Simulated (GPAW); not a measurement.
The system is GaP.

```
Ga P
1.0
     0.00000    2.72525    2.72525
     2.72525    0.00000    2.72525
     2.72525    2.72525    0.00000
Ga P
1 1
Cartesian
  0.0000 0.0000 0.0000
  1.3626 1.3626 1.3626
```

Base run:

- Program: GPAW 26.7.0
- Functional: OLYP
- Potentials or basis: PAW data sets generated in the run's folder for this functional
- Cutoff: 600 eV
- Basis: pw
- k mesh: 8 × 8 × 8
- Occupations: fermi-dirac, width 0.05 eV
- Spin: spin-orbit coupling, no magnetisation

Its results: band gap on the k mesh 1.93 eV, indirect (least direct gap 2.15 eV); pressure 5.7 GPa.

**Question.** The run is repeated on the same cell with these changes: functional from OLYP to BP86. What comes out?

**Answer.** Band gap on the k mesh 1.65 eV, indirect (least direct gap 1.79 eV); pressure 4.8 GPa.

Caveats: spin-orbit coupling was added after a scalar SCF, so levels and gaps hold it while energy, forces, pressure and moments don't; this program's spin-orbit splittings come out too wide for heavy elements.

A k mesh can miss the band edges.

Not every run made on this cell is shown here.
